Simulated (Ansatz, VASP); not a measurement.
## TaN: VASP beside Ansatz

INCAR

```
SYSTEM = TaN
PREC = Accurate ; ENCUT = 520
EDIFF = 1E-7 ; ISMEAR = 1
SIGMA = 0.02 ; LREAL = .FALSE.
LASPH = .TRUE. ; NELM = 60
ALGO = Normal ; ISIF = 2
LWAVE = .FALSE. ; LCHARG = .FALSE.
GGA = PE ; NBANDS = 24
```

The input KPOINTS:

```
regular mesh
0
G
  15 15 8
  0 0 0
```

File POSCAR:

```
TaN
1.0
    3.0500010905      0.0000000000      0.0000000000
   -1.5250005453      2.6413784260      0.0000000000
    0.0000000000      0.0000000000      4.9400000000
Ta N
2 2
Direct
    0.3333333333      0.6666666667      0.0000000000
    0.6666666667      0.3333333333      0.5000000000
    0.3333333333      0.6666666667      0.3850000000
    0.6666666667      0.3333333333      0.8850000000
```

Input for Ansatz:

```yaml
crystal:
  lattice:
    - [3.0500010905, 0.0, 0.0]
    - [-1.5250005453, 2.641378426, 0.0]
    - [0.0, 0.0, 4.94]
  atoms:
    - { symbol: Ta, position: [0.3333333333, 0.6666666667, 0.0] }
    - { symbol: Ta, position: [0.6666666667, 0.3333333333, 0.5] }
    - { symbol: "N", position: [0.3333333333, 0.6666666667, 0.385] }
    - { symbol: "N", position: [0.6666666667, 0.3333333333, 0.885] }
basis:
  ecutwfc: 420
kpoints:
  mp_grid: { grid: [15, 15, 8] }
hamiltonian:
  xc: pbe
scf:
  occupations: { method: methfessel_paxton, width: 0.02 }
output:
  forces: true
  stress: true
  eigenvalues: true
```

Alike in both runs: task single point; functional PBE; k mesh 15 × 15 × 8; occupations methfessel-paxton of order 1, width 0.02 eV; no spin polarisation.

```csv
,VASP,Ansatz
version,VASP 6.6.1,Ansatz 0.2.0
potentials or method,"VASP PAW PBE potentials, release 64 (Ta_pv, N)","scalar-relativistic, plane waves, PAW"
plane-wave cutoff (eV),520,420
valence electrons in the cell,32,36
```

```csv
,VASP,Ansatz,Ansatz less VASP
gap on the k mesh at the Fermi level (eV),none,none,-
rms of the force components (eV/Å),1.391,1.371,-0.0208
```

Atom by atom the forces differ by 0.021 eV/Å (rms over components). A gap of «none» marks a metal or a gap that the smearing closes. With one functional, cell and mesh, what is left measures potentials, basis and numerics. The two sets of potentials don't hold the same shells in valence.

Caveats: forces of over 1 eV/Å show positions far from the minimum, so gaps and moduli don't describe the material at rest. The runs have no spin-orbit coupling, so splittings on Ta are missing.
